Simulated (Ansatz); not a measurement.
The calculation used Ansatz, DFT PBE, scalar-relativistic, plane waves, PAW. All cells share a 420 eV cutoff and Γ-centred k meshes spaced at most about 0.3 Å⁻¹ (about 0.25 or finer for metals, 2π included). Collinear spin in cells that started with moments and kept them past the coarse steps, no spin elsewhere.

The zero of energy is the elements' standard structures at the same level; no fitted shifts are applied.

A relaxed structure of WS2 has 17.46 Å³/atom, −0.03 eV/atom against the elements, no gap on its mesh, a net moment of 0.63 μB/atom:

```xyz
3
Lattice="0.0000 2.9696 2.9696 2.9696 0.0000 2.9696 2.9696 2.9696 0.0000" Properties=species:S:1:pos:R:3 pbc="T T T"
W     0.0000    0.0000    0.0000
S     1.4848    1.4848    1.4848
S     4.4543    4.4543    4.4543
```

Q: Predict cell, energy and gap of MoS2 with the same space group and Wyckoff sites.

A: MoS2 has a = 5.949 Å: 17.54 Å³/atom, −0.21 eV/atom against the elements, no gap on its mesh, a net moment of 0.63 μB/atom. The volume per atom changes by +0.5 % and the formation energy by -0.18 eV/atom (from unrounded values). Covalent radii: W 1.62 Å, Mo 1.54 Å; electronegativities 2.36 and 2.16. Around Mo lie 8 S at 2.58 Å; S is surrounded by 4 Mo at 2.58 Å and 6 S at 2.97 Å.

```cif
data_structure
_symmetry_space_group_name_H-M 'Fm-3m'
_symmetry_Int_Tables_number 225
_cell_length_a 5.9485
_cell_length_b 5.9485
_cell_length_c 5.9485
_cell_angle_alpha 90.000
_cell_angle_beta 90.000
_cell_angle_gamma 90.000
_cell_volume 210.49
loop_
_atom_site_label
_atom_site_type_symbol
_atom_site_symmetry_multiplicity
_atom_site_Wyckoff_symbol
_atom_site_fract_x
_atom_site_fract_y
_atom_site_fract_z
_atom_site_occupancy
Mo1 Mo 4 a 0.00000 0.00000 0.00000 1
S1 S 8 c 0.25000 0.75000 0.75000 1
```

The two cells were relaxed from separate starts that ended on the same group and sites; neither need be the stable form of its compound. These runs have no spin–orbit coupling, which can matter for W. The reference form of S is held partly by dispersion forces, which this level lacks. The magnetic state reached may not be the lowest. Cells relaxed within their symmetry can be saddle points. Some types were kept out of the candidates beforehand, so the set may lack a known form.
